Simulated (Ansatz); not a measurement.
A run of Ansatz 0.2.0 is set up as follows.

File input.yaml:

```yaml
crystal:
  lattice:
    - [0.0, 3.06065, 3.06065]
    - [3.06065, 0.0, 3.06065]
    - [3.06065, 3.06065, 0.0]
  atoms:
    - { symbol: Pb, position: [0.0, 0.0, 0.0] }
    - { symbol: Se, position: [0.5, 0.5, 0.5] }
hamiltonian:
  xc: pbe
  pseudopotentials: { kind: paw }
kpoints:
  mp_grid: { grid: [8, 8, 8] }
scf:
  occupations: { method: gaussian, width: 0.018 }
output:
  forces: true
  stress: true
  eigenvalues: true
```

Potentials or basis: Ansatz PAW.

Command:

```console
$ ansatz run input.yaml --threads 2 --pin off --max-ram 5632MiB --backend cpu --events-out ev --progress --plain --runs-dir out
```

What does it give for the band gap on the k mesh?

0.29 eV, direct.

What does it give for the pressure?

2.4 GPa.

Caveat: spin-orbit coupling is left out, which as a rule narrows the gap of such compounds by several tenths of an eV.

**What was measured.**

A printed reference work, monograph reports, for a bulk crystal of PbSe at 300 K: band gap 0.28 eV (direct).

Against the measured gap of PbSe, 0.28 eV (direct; 300 K; a printed reference work, monograph), the calculated 0.29 eV is off by +0.01 eV. 2 values of this kind are on record (0.15 to 0.28 eV); this one was drawn at random. Spin-orbit coupling on Pb, Se is left out. The value is that of PBE on a finite k mesh, which can miss the band edges, without temperature or zero-point motion.
